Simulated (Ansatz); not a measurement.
**α-quartz-type GeO₂ (metastable phase)**

Calculation: PBE0 (plane waves, PAW; Ansatz, a program for electronic structure).

Run with plane-wave cutoff 460 eV, 6×6×4 k mesh (along the axes of the cell as run), Fermi–Dirac smearing 0.01 eV, scalar-relativistic PAW data made under PBE.

Cell (measured lattice):

Space group P3₂21 (No. 154); a = 4.9870 Å, b = 4.9870 Å, c = 5.6520 Å, α = 90.00°, β = 90.00°, γ = 120.00°

```tsv
atom	site	symmetry	x	y	z
Ge	3a	.2.	0.5502	0.5502	0.0000
O	6c	1	0.3058	0.3934	0.2469
```

```yaml
band_gap: 6.06 eV (indirect)
smallest_direct_gap_on_the_k_points_sampled: 6.12 eV
```

Note: cell and atoms aren't relaxed at this level (largest force component 0.32 eV/Å, pressure -2.2 GPa).

Spin–orbit coupling is not included.

Static lattice: no zero-point or thermal effects.

It cost roughly 13 core-minutes of CPU time.
